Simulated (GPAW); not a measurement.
Something may be wrong with this GPAW 26.7.0 calculation of KF (Carobbiite).

run.py

```python
from ase.dft.bandgap import bandgap
from ase.io import read, write
from gpaw import GPAW, PW
from gpaw.response.df import DielectricFunction

atoms = read('KF.cif')

calc = GPAW(mode=PW(550),
            xc='LDA',
            kpts={'size': (5, 5, 5), 'gamma': True},
            occupations={'name': 'fermi-dirac', 'width': 0.001},
            nbands=16,
            convergence={'density': 1e-06},
            maxiter=60,
            txt='gpaw.txt')
atoms.calc = calc
energy = atoms.get_potential_energy()
calc.write('gs.gpw')
write('result.traj', atoms)
print(f'Energy: {energy:.6f} eV')
print('Fermi level:', round(calc.get_fermi_level(), 4), 'eV')
print(f'Gap: {bandgap(calc)[0]:.4f} eV, direct: {bandgap(calc, direct=True)[0]:.4f} eV')

dense = calc.fixed_density(kpts={'size': (5, 5, 5), 'gamma': True},
                           nbands=38, convergence={'bands': 32},
                           update_fermi_level=True, txt='dense.txt')
dense.write('dense.gpw', mode='all')

df = DielectricFunction('dense.gpw', frequencies={'type': 'nonlinear', 'domega0': 0.05, 'omega2': 10},
                        eta=0.1, ecut=50, nbands=32, eshift=0.5, intraband=False, txt='df.txt')
for direction in ['x']:
    df.get_dielectric_function(xc='LDA', direction=direction, filename=f'df_{direction}.csv')
    e0, e = df.get_macroscopic_dielectric_constant(xc='LDA', direction=direction)
    print(f'{direction}: static eps {e0:.4f} without, {e:.4f} with local fields')
```

The input KF.cif:

```cif
data_KF
_cell_length_a 3.77856651
_cell_length_b 3.77856651
_cell_length_c 3.77856651
_cell_angle_alpha 60.00000000
_cell_angle_beta 60.00000000
_cell_angle_gamma 60.00000000
_space_group_name_H-M_alt 'P1'
_space_group_name_Hall 'P 1'
_space_group_IT_number 1
loop_
_space_group_symop_operation_xyz
'x,y,z'
loop_
_atom_site_label
_atom_site_type_symbol
_atom_site_symmetry_multiplicity
_atom_site_Wyckoff_symbol
_atom_site_fract_x
_atom_site_fract_y
_atom_site_fract_z
_atom_site_occupancy
K1 K 1 a 0.0000000000 0.0000000000 0.0000000000 1
F1 F 1 a 0.5000000000 0.5000000000 0.5000000000 1
```

Potentials or basis: the program's PAW data sets (release 1.2.1) made for this functional, pw.

Run with:

```bash
$ OMP_NUM_THREADS=1 python run.py
```

gpaw.txt:

```text
__  _  _
 | _ |_)|_||  |
 |__||  | ||/\| - 26.7.0

Input parameters:
  mode=PW(ecut=550.0),
  convergence={'density': 1e-06},
  kpts=MonkhorstPack(size=(5, 5, 5), gamma=True),
  maxiter=60,
  nbands=16,
[... 244 lines left out ...]
|          9 |         9.705 |     0.000 |
|         10 |         9.705 |     0.000 |
|         11 |         9.705 |     0.000 |
|         12 |        11.375 |     0.000 |
|         13 |        11.375 |     0.000 |
|         14 |        15.537 |     0.000 |
|         15 |        23.187 |     0.000 |

Gap: 5.803 eV
Transition (v -> c):
  (s=0, k=0, n=7, [0.00, 0.00, 0.00]) -> (s=0, k=0, n=8, [0.00, 0.00, 0.00])
No difference between direct/indirect transitions
# Writing to gs.gpw (mode='')
```

On the terminal:

```text
Energy: -9.163247 eV
Fermi level: 1.0247 eV
Gap: 5.8032 eV, direct: 5.8032 eV
Traceback (most recent call last):
  File "run.py", line 32, in <module>
  File "response/df.py", line 758, in get_dielectric_function
  File "response/df.py", line 654, in get_inverse_dielectric_function
  File "response/df.py", line 616, in get_chi0_dyson_eqs
  File "response/density_kernels.py", line 35, in from_functional
ValueError: Invalid functional for the density-density xc kernel:LDA
```

Task: What happened, and what is wrong with the input?

Result: The program refused the input. The input holds a flaw that was put in on purpose: kernel name that the code doesn't know.
